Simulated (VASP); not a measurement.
W:

```xyz
1
Lattice="-1.5823 1.5823 1.5823 1.5823 -1.5823 1.5823 1.5823 1.5823 -1.5823" Properties=species:S:1:pos:R:3 pbc="T T T"
W     0.0000    0.0000    0.0000
```

Base run:

```yaml
Program: VASP 6.6.1
Functional: LDA
Potentials_or_basis: VASP PAW LDA potentials, release 64 (W_sv)
Cutoff: 520 eV
k_mesh: 12 × 12 × 12
Occupations: fermi-dirac, width 0.05 eV
Spin: no spin polarisation
Hubbard_terms: W d U = 5 eV
```

Its results: band gap on the k mesh none (metal or under the smearing width); pressure 7.7 GPa.

**Question.** The run is repeated on the same cell with these changes: hubbard terms from W d U = 5 eV to W d U = 2 eV. What comes out?

**Answer.** Band gap on the k mesh none (metal or under the smearing width); pressure -1.6 GPa.

Caveats: U without spin polarisation on a metal has little footing; the U is typed as a test and isn't derived for this compound.
